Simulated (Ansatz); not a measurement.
## PbS: computed properties

Computed with DFT r2SCAN, scalar-relativistic, plane waves, PAW in Ansatz.

Plane waves to 500 eV, a k mesh through Γ of 8×8×6 on the computed 4-atom cell and Gaussian smearing (0.02 eV); no spin polarisation.

The structure is relaxed at this level of theory with its symmetry kept. This form isn't the usual stable structure of the compound.

Space group Cmcm (No. 63). a = 4.165 Å, b = 12.005 Å, c = 4.272 Å, α = 90.00°, β = 90.00°, γ = 90.00°
```json
{"atom": "Pb", "site": "4c", "symmetry": "m2m", "x": "0.5000", "y": "0.6305", "z": "0.7500"}
{"atom": "S", "site": "4c", "symmetry": "m2m", "x": "0.5000", "y": "0.8538", "z": "0.7500"}
```

| Quantity | Value |
| --- | --- |
| Space group | Cmcm (No. 63) |
| Volume per atom | 26.70 Å³ |
| Formation energy from the elements' standard states (uncorrected) | -0.645 eV/atom |
| Generalised Kohn–Sham band gap | 1.37 eV, indirect from (-0.500, -0.500, 0.375) to Y |
| Löwdin character of the top 1 eV of the valence band | S 3p 74 %, Pb 6s 13 %, Pb 6p 11 % |
| Löwdin character of the lowest 1 eV of the conduction band | Pb 6p 71 %, S 3s 10 %, S 3p 10 % |
| Electron masses at the edge by Cartesian direction of the standard setting (m_e; degenerate bands sorted by energy; no spin-orbit coupling) | x: 26; y: 0.097; z: 1.3 |
| Hole masses at the edge by Cartesian direction of the standard setting (m_e; degenerate bands sorted by energy; no spin-orbit coupling) | x: 0.17; y: 1.4; z: 0.17 |
| Bader charges (e) | Pb (2 in the cell) 1.03, S (2 in the cell) -1.03 |

Spin-orbit coupling is left out, which matters for the bands of heavy elements.

Cost: 8 runs of about 14 core-minutes in all, on Arm Neoverse V2 (shared hosts).